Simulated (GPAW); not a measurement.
# Does Ga15NiN16 (GaN32 Ni1) carry moments in GPAW?, part 2 of 2

Wanted: the moments of Ga15NiN16 (GaN32 Ni1) and the energy gained by spin polarisation.

GPAW 26.7.0; PBE; plane waves with GPAW's PAW setups, scalar-relativistic.

So far. Step 2 (Order 1, typed as ferro +): After 41 cycles the largest moment stands at 1.70 μB.

## 3. Start 2: no spin polarisation

A run without seeds gives the zero against which the gain from the moments is read.

Contents of nospin.py:

```python
import json
import numpy as np
from ase import Atoms
from ase.parallel import paropen, parprint
from gpaw import GPAW

atoms = Atoms(['Ni', 'N', 'Ga', 'N', 'Ga', 'N', 'Ga', 'N', 'Ga', 'N', 'Ga', 'N', 'Ga', 'N', 'Ga', 'N', 'Ga', 'N', 'Ga', 'N', 'Ga', 'N', 'Ga', 'N', 'Ga', 'N', 'Ga', 'N', 'Ga', 'N', 'Ga', 'N'],
    cell=[[6.378, 0.0, 0.0],
         [-3.189, 5.52351, 0.0],
         [0.0, 0.0, 10.37]],
    scaled_positions=[[0.0, 0.0, 0.0],
         [0.166667, 0.333333, 0.0615],
         [0.166667, 0.333333, 0.25],
         [0.0, 0.0, 0.3115],
         [0.0, 0.0, 0.5],
         [0.166667, 0.333333, 0.5615],
         [0.166667, 0.333333, 0.75],
         [0.0, 0.0, 0.8115],
         [0.0, 0.5, 0.0],
         [0.166667, 0.833333, 0.0615],
         [0.166667, 0.833333, 0.25],
         [0.0, 0.5, 0.3115],
         [0.0, 0.5, 0.5],
         [0.166667, 0.833333, 0.5615],
         [0.166667, 0.833333, 0.75],
         [0.0, 0.5, 0.8115],
         [0.5, 0.0, 0.0],
         [0.666667, 0.333333, 0.0615],
         [0.666667, 0.333333, 0.25],
         [0.5, 0.0, 0.3115],
         [0.5, 0.0, 0.5],
         [0.666667, 0.333333, 0.5615],
         [0.666667, 0.333333, 0.75],
         [0.5, 0.0, 0.8115],
         [0.5, 0.5, 0.0],
         [0.666667, 0.833333, 0.0615],
         [0.666667, 0.833333, 0.25],
         [0.5, 0.5, 0.3115],
         [0.5, 0.5, 0.5],
         [0.666667, 0.833333, 0.5615],
         [0.666667, 0.833333, 0.75],
         [0.5, 0.5, 0.8115]],
    pbc=True)
atoms.calc = GPAW(mode={'name': 'pw', 'ecut': 600},
    xc='PBE',
    kpts={'size': (5, 5, 3), 'gamma': True},
    occupations={'name': 'fermi-dirac', 'width': 0.05},
    convergence={'density': 1e-05, 'energy': 1e-05},
    maxiter=200,
    mixer={'name': 'pulay', 'beta': 0.05, 'nmaxold': 6, 'weight': 50},
    symmetry={'tolerance': 1e-4},
    txt='nospin.txt')
e = atoms.get_potential_energy(force_consistent=True)
res = {'free_energy': e, 'energy_sigma0': atoms.get_potential_energy(), 'fermi_energy': atoms.calc.get_fermi_level()}
parprint(f'free energy: {e:.6f} eV')
atoms.calc.write('nospin.gpw')
with paropen('results.json', 'w') as f:
    json.dump(res, f)
```

Started as:

```
> OMP_NUM_THREADS=1 mpirun -n 4 gpaw python nospin.py > nospin.log
```

Standard output:

```text
free energy: -191.658050 eV

--- nospin.txt ---
Input parameters:
  mode=PW(ecut=600),
  convergence={'density': 1e-05, 'energy': 1e-05},
  kpts=MonkhorstPack(size=(5, 5, 3), gamma=True),
  maxiter=200,
  mixer=Pulay(name='pulay', nmaxold=6, beta=0.05, weight=50, sigma=0.015, g_ss=None),
  occupations=Occupations(name='fermi-dirac', width=0.05),
  symmetry=Symmetry(tolerance=0.0001),
  xc=XC(name='PBE')

Diagonalizing LCAO Hamiltonian
Converting LCAO to pw mode

          Ga      Ga
         N       N
           NGa     NGa
          N       N
            N       N
         Ga      Ga
           Ga      Ga
         NGa     NGa
            Ga      Ga
          NN      NN

         Ga N    Ga N
           Ni      Ga

Atoms  # Å, Bohr magnetons
|    | symbol |         x |        y |        z |    initial magnetic moments |
|----|--------|-----------|----------|----------|-----------------------------|
|  0 |     Ni |  0.000000 | 0.000000 | 0.000000 | ( 0.0000,  0.0000,  0.0000) |
|  1 |      N |  0.000003 | 1.841168 | 0.637755 | ( 0.0000,  0.0000,  0.0000) |
|  2 |     Ga |  0.000003 | 1.841168 | 2.592500 | ( 0.0000,  0.0000,  0.0000) |
|  3 |      N |  0.000000 | 0.000000 | 3.230255 | ( 0.0000,  0.0000,  0.0000) |
|  4 |     Ga |  0.000000 | 0.000000 | 5.185000 | ( 0.0000,  0.0000,  0.0000) |
|  5 |      N |  0.000003 | 1.841168 | 5.822755 | ( 0.0000,  0.0000,  0.0000) |
|  6 |     Ga |  0.000003 | 1.841168 | 7.777500 | ( 0.0000,  0.0000,  0.0000) |
|  7 |      N |  0.000000 | 0.000000 | 8.415255 | ( 0.0000,  0.0000,  0.0000) |
|  8 |     Ga | -1.594500 | 2.761755 | 0.000000 | ( 0.0000,  0.0000,  0.0000) |
|  9 |      N | -1.594497 | 4.602923 | 0.637755 | ( 0.0000,  0.0000,  0.0000) |
| 10 |     Ga | -1.594497 | 4.602923 | 2.592500 | ( 0.0000,  0.0000,  0.0000) |
| 11 |      N | -1.594500 | 2.761755 | 3.230255 | ( 0.0000,  0.0000,  0.0000) |
| 12 |     Ga | -1.594500 | 2.761755 | 5.185000 | ( 0.0000,  0.0000,  0.0000) |
| 13 |      N | -1.594497 | 4.602923 | 5.822755 | ( 0.0000,  0.0000,  0.0000) |
| 14 |     Ga | -1.594497 | 4.602923 | 7.777500 | ( 0.0000,  0.0000,  0.0000) |
| 15 |      N | -1.594500 | 2.761755 | 8.415255 | ( 0.0000,  0.0000,  0.0000) |
| 16 |     Ga |  3.189000 | 0.000000 | 0.000000 | ( 0.0000,  0.0000,  0.0000) |
| 17 |      N |  3.189003 | 1.841168 | 0.637755 | ( 0.0000,  0.0000,  0.0000) |
| 18 |     Ga |  3.189003 | 1.841168 | 2.592500 | ( 0.0000,  0.0000,  0.0000) |
| 19 |      N |  3.189000 | 0.000000 | 3.230255 | ( 0.0000,  0.0000,  0.0000) |
| 20 |     Ga |  3.189000 | 0.000000 | 5.185000 | ( 0.0000,  0.0000,  0.0000) |
| 21 |      N |  3.189003 | 1.841168 | 5.822755 | ( 0.0000,  0.0000,  0.0000) |
| 22 |     Ga |  3.189003 | 1.841168 | 7.777500 | ( 0.0000,  0.0000,  0.0000) |
| 23 |      N |  3.189000 | 0.000000 | 8.415255 | ( 0.0000,  0.0000,  0.0000) |
| 24 |     Ga |  1.594500 | 2.761755 | 0.000000 | ( 0.0000,  0.0000,  0.0000) |
| 25 |      N |  1.594503 | 4.602923 | 0.637755 | ( 0.0000,  0.0000,  0.0000) |
| 26 |     Ga |  1.594503 | 4.602923 | 2.592500 | ( 0.0000,  0.0000,  0.0000) |
| 27 |      N |  1.594500 | 2.761755 | 3.230255 | ( 0.0000,  0.0000,  0.0000) |
| 28 |     Ga |  1.594500 | 2.761755 | 5.185000 | ( 0.0000,  0.0000,  0.0000) |
| 29 |      N |  1.594503 | 4.602923 | 5.822755 | ( 0.0000,  0.0000,  0.0000) |
| 30 |     Ga |  1.594503 | 4.602923 | 7.777500 | ( 0.0000,  0.0000,  0.0000) |
| 31 |      N |  1.594500 | 2.761755 | 8.415255 | ( 0.0000,  0.0000,  0.0000) |

Unit cell  # Å
| periodic |         x |        y |         z |   lengths |     angles |
|----------|-----------|----------|-----------|-----------|------------|
|      yes |  6.378000 | 0.000000 |  0.000000 |  6.378000 |  90.000000 |
|      yes | -3.189000 | 5.523510 |  0.000000 |  6.378000 |  90.000000 |
|      yes |  0.000000 | 0.000000 | 10.370000 | 10.370000 | 120.000000 |

Number of symmetries: 6

BZ-sampling:
  Number of BZ points: 75
  Number of IBZ points: 12

  Monkhorst-Pack size: [5, 5, 3]
  Monkhorst-Pack shift: [0, 0, 0]

Plane wave coefficients: 12263
Cutoff: 600.0 eV

Spin-components: 1 (collinear spins)
Bands:           89
Projectors:      161
Spin-degeneracy: 2
Datatype:        complex128

Parallelization:
  kpt:    4
  domain: 1
  band:   1

Density:
  Valence electrons: 141.0
  Components: 1
  Grid points: [40 40 60]
  Charge: 0.0  # |e|

Potential:
  Grid points: [40 40 60]

[... setups left out ...]
Reference energy: -858345.615449  # eV

eigensolver:
  PPCG
  Converge bands: occupied
  niter=2

density mixing:
  Pulay-Mixer
  Linear mixing parameters: 0.05
  Old densities: 6
  Fourier metric: weight=50, sigma=0.015

occupation numbers:
  Fermi-Dirac:
    width: 0.0500  # eV

poisson solver:
  ecut: 4800.0  # eV

xc functional:
  name: PBE with 2 nearest neighbor stencil

convergence criteria:
- Maximum integral of absolute [dens]ity change: 1e-05 electrons / valence electron
- Maximum [total energy] change in last 3 cyles: 1e-05 eV / valence electron
- Maximum integral of absolute [eigenst]ate change: 4e-08 eV^2 / valence electron
maximum number of iterations: 200

SCF iterations
|iter     |      energy | eigst |  dens |
|---------|-------------|-------|-------|
|iter:   1|       0s | -218.174361 | +0.20 |       |
|iter:   2|       6s | -210.989294 | -0.97 | -0.62 |
|iter:   3|      11s | -192.107104 | +0.20 | -0.67 |
|iter:   4|      17s | -192.924966 | -0.89 | -1.13 |
|iter:   5|      23s | -191.837066 | -1.15 | -1.13 |
|iter:   6|      29s | -191.686921 | -2.00 | -1.25 |
|iter:   7|      34s | -191.621431 | -2.18 | -1.42 |
|iter:   8|      40s | -191.625657 | -2.09 | -2.07 |
|iter:   9|      46s | -191.612283 | -2.60 | -2.21 |
|iter:  10|      52s | -191.611086 | -3.81 | -2.75 |
|iter:  11|      57s | -191.609530 | -3.99 | -2.80 |
|iter:  12|      63s | -191.609553 | -4.09 | -2.83 |
|iter:  13|      69s | -191.609493c| -5.30 | -3.08 |
|iter:  14|      74s | -191.609555c| -5.03 | -3.11 |
|iter:  15|      80s | -191.609628c| -5.55 | -3.20 |
|iter:  16|      86s | -191.609671c| -6.08 | -3.34 |
|iter:  17|      92s | -191.609705c| -6.21 | -3.45 |
|iter:  18|      98s | -191.609711c| -5.95 | -3.62 |
|iter:  19|     103s | -191.609710c| -6.19 | -3.88 |
|iter:  20|     109s | -191.609710c| -7.25 | -4.22 |
|iter:  21|     113s | -191.609711c| -7.57c| -4.38 |
|iter:  22|     118s | -191.609711c| -7.44c| -4.52 |
|iter:  23|     122s | -191.609710c| -8.16c| -4.74 |
|iter:  24|     125s | -191.609711c| -7.72c| -4.74 |
|iter:  25|     128s | -191.609711c| -7.92c| -5.01c|

Converged in 25 steps
Energy contributions relative to reference atoms: (reference = -858345.615449)

Energy contributions:
  Kinetic:         507.560444
  Coulomb:        -441.714488
  Zero:              0.904703
  External:          0.000000
  Xc:             -258.312029
  Entropy:          -0.096680
  Spinorbit:         0.000000
  ----------------------------
  Free energy:    -191.658050
  Extrapolated:   -191.609711

dipole moment: (-79.238637, -98.330686, -112.408761)  # |e|*Ang

Fermi level: 7.257
Eigenvalues  # (at kpt = [0.000, 0.000, 0.000])
| band index |      eig [eV] | occ [0-2] |
|------------|---------------|-----------|
|          0 |       -56.744 |     2.000 |
|        ... |               |           |
|         61 |         5.499 |     2.000 |
|         62 |         5.747 |     2.000 |
|         63 |         5.747 |     2.000 |
|         64 |         5.846 |     2.000 |
|         65 |         6.147 |     2.000 |
|         66 |         6.147 |     2.000 |
|         67 |         6.273 |     2.000 |
|         68 |         6.273 |     2.000 |
|         69 |         7.284 |     0.737 |
|         70 |         7.649 |     0.001 |
|         71 |         7.649 |     0.001 |
|         72 |         8.429 |     0.000 |
|         73 |        10.659 |     0.000 |
|         74 |        10.712 |     0.000 |
|         75 |        10.792 |     0.000 |
|         76 |        10.848 |     0.000 |
|        ... |               |           |
|         88 |        12.669 |     0.000 |

No gap
No difference between direct/indirect transitions
```

Elapsed: 2.4 min, on 4 MPI ranks of AMD EPYC 7B13 (Zen 3), shared host; peak memory 1.9 GiB; 9.6 min of CPU time.

Read from the output:

```yaml
final_state: non-magnetic (no spin polarisation)
```

It lies 470 meV a seeded atom over the first start.

## 4. The states side by side

Energies are divided by the number of seeded atoms, so that cells of unlike size compare.

Orders:

```csv
start,final state,typed order kept,energy over the lowest (meV a seeded atom),largest site moment (μB),net moment (μB a primitive cell),mesh matched,CPU time (s)
ferro +,ferromagnetic,yes,0,1.7,2.974,yes,1707
no spin polarisation,non-magnetic,-,470.2,0,0,yes,578.2
```

## 5. What came out

| Property | Result |
| --- | --- |
| lower run | with moments |
| largest site moment | 1.70 μB |
| energy gained by spin polarisation | 470 meV a seeded atom |

In words: The crystal holds moments, up to 1.70 μB, and gains 470 meV a seeded atom by them. No antiferromagnetic order was tried, so the session says nothing on how the moments order.

[Long decimals in the printed logs are rounded to 6 places.]

[Logs and program files are shortened in this print: banners, set-up blocks, solver, clock and traceback lines can be left out without a mark of their own.]

[Logs are printed without paths, hosts, clocks, repeated set-up lines and the standing remarks that a program may print on its own settings, such as how far it seeks lower states.]

[Hosts, paths, dates, database ids (printed as entryN), source tags and the programs' standing remarks are cut or masked in the printed files.]

[Where the starting crystal was built by hand or by swapping elements, it need not be the compound's stable phase.]

[Where a cell is said to come from a database of computed structures, the database is the Materials Project.]

[Runs that the program refused, that were killed for memory or that had too few empty states are not shown or counted.]

[Lattice constants of own cells that a recipe calls measured were typed without a cited source.]
